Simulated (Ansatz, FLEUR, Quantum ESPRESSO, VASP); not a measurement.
# Ni: programs and potentials compared

```
CELL_PARAMETERS angstrom
0.00000 1.73757 1.73757
1.73757 0.00000 1.73757
1.73757 1.73757 0.00000
ATOMIC_POSITIONS crystal
Ni 0.00000 0.00000 0.00000
```

Alike in all runs: task band structure; functional LDA; k mesh 13 × 13 × 13; occupations fermi-dirac, width 0.05 eV; collinear spin, ferromagnetic start; no spin-orbit coupling. LDA stands for any of its common fits. Pressure is positive in compression and, in plane waves, holds the error of the finite cutoff.

| program and potentials | plane-wave cutoff (eV) | notes | pressure (GPa) | net moment per atom (μB) |
| --- | --- | --- | --- | --- |
| Ansatz, all-electron LAPW, scalar-relativistic | - | - | -10.29 | 0.62 |
| VASP, LDA PAW files Ni, 520 eV | 520 | 10 valence electrons an atom on average | -10.14 | 0.62 |
| FLEUR, all-electron, FLAPW | - | - | - | 0.62 |
| Quantum ESPRESSO, PseudoDojo 0.4.1 SR LDA standard | 1333 | 18 valence electrons an atom on average | -10.25 | 0.62 |

The pressure spans -10.29 (Ansatz, all-electron LAPW, scalar-relativistic) to -10.14 GPa (VASP, LDA PAW files Ni, 520 eV), with all-electron results at -10.29. All agree on the net moment per atom. The cell lies far from this level's equilibrium. The state is the one that the start led to, which needn't be the lowest.

The functional is the same throughout but for its coding, so the spread measures potentials, basis and numerics; runs on potential files found faulty are left out.
